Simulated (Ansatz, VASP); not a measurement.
## P: VASP beside Ansatz

```
P
1.0
     1.67027   -5.07278    0.00000
     1.67027    5.07278    0.00000
     0.00000    0.00000    4.14147
P
4
Direct
  0.10690 0.89310 0.92885
  0.60690 0.39310 0.57115
  0.89310 0.10690 0.07115
  0.39310 0.60690 0.42885
```

Alike in both runs: functional PBE; dispersion D3(BJ); k mesh 6 × 6 × 4; occupations gaussian, width 0.1 eV; no spin polarisation.

Ansatz relaxed the structure, and its values are those at the end. VASP's run is a single point on that final structure, the one shown.

```csv
,VASP,Ansatz
version,VASP 6.6.1,Ansatz 0.2.0
potentials or method,"VASP PAW PBE potentials, release 64 (P)","scalar-relativistic, plane waves, PAW"
plane-wave cutoff (eV),520,420
valence electrons in the cell,20,20
```

Ansatz gave:

| Item | Value |
| --- | --- |
| gap on the k mesh at the Fermi level (eV) | none |
| pressure (GPa) | -0.1 |
| rms of the force components (eV/Å) | 0.014 |

Estimate VASP's values.

gap on the k mesh at the Fermi level (eV): none; pressure (GPa): -0.5; rms of the force components (eV/Å): 0.034.

A gap of «none» marks a metal or a gap that the smearing closes.

Caveats: the k mesh is coarse (spacing up to 0.38 Å⁻¹), so the values aren't converged; pairwise dispersion overbinds metals, which lowers pressure and volume.
